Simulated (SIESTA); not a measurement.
Runs of SIESTA 5.4.2 on MnF2. The structure is tetragonal, space group P4_2/mnm (No. 136). The conventional cell has a = 4.874 Å, b = 4.874 Å, c = 3.311 Å, α = 90.00°, β = 90.00°, γ = 90.00°. Around Mn (site symmetry mmm) lie 6 F at 2.10 to 2.13 Å. F (site symmetry m2m) is surrounded by 3 Mn at 2.10 to 2.13 Å. 

| task | level | potentials or basis | k mesh | gap on the mesh (eV) | pressure (GPa) | moment (μB) | V0 of scaled cells (Å³/atom) | B0 (GPa) | largest force (eV/Å) |
| --- | --- | --- | --- | --- | --- | --- | --- | --- | --- |
| equation of state | PBEsol | PseudoDojo 0.4 standard (PBEsol files), DZP (energy shift 0.003 Ry; two zetas on semicore shells) | 4 × 4 × 6 | - | - | - | (a) | (c) | - |
| band structure | LDA | PseudoDojo 0.4 standard (LDA files), DZP (energy shift 0.003 Ry; two zetas on semicore shells) | 6 × 6 × 8 | 1.12 | (b) | 10.00 | - | - | 0.06 |
| band structure | PBEsol | PseudoDojo 0.4 standard (PBEsol files), DZP (energy shift 0.003 Ry; two zetas on semicore shells) | 6 × 6 × 8 | 1.28 | -0.7 | 10.00 | - | - | 0.03 |
| equation of state | LDA | PseudoDojo 0.4 standard (LDA files), DZP (energy shift 0.003 Ry; two zetas on semicore shells) | 4 × 4 × 6 | - | - | - | 12.43 | 121 | - |

Alike in all rows: spin collinear, ferromagnetic start; cell as given; smearing fermi-dirac 0.05 eV; grid cutoff 800 Ry; energy shift 0.003 Ry.

Fill in the values left out.

(a) 13.03; (b) -5.7; (c) 105.

Caveats: short orbitals over semicore shells can move pressures by several GPa; the basis of atomic orbitals isn't converged, which shifts pressures, moduli and gaps; the cell was scaled at fixed shape and fractional positions, which overstates the stiffness of a crystal with free parameters, most of all of layers and chains (some runs); only a ferromagnetic start was run, and an antiferromagnetic order may lie lower in energy (some runs).

Runs at the PBE level aren't shown here.
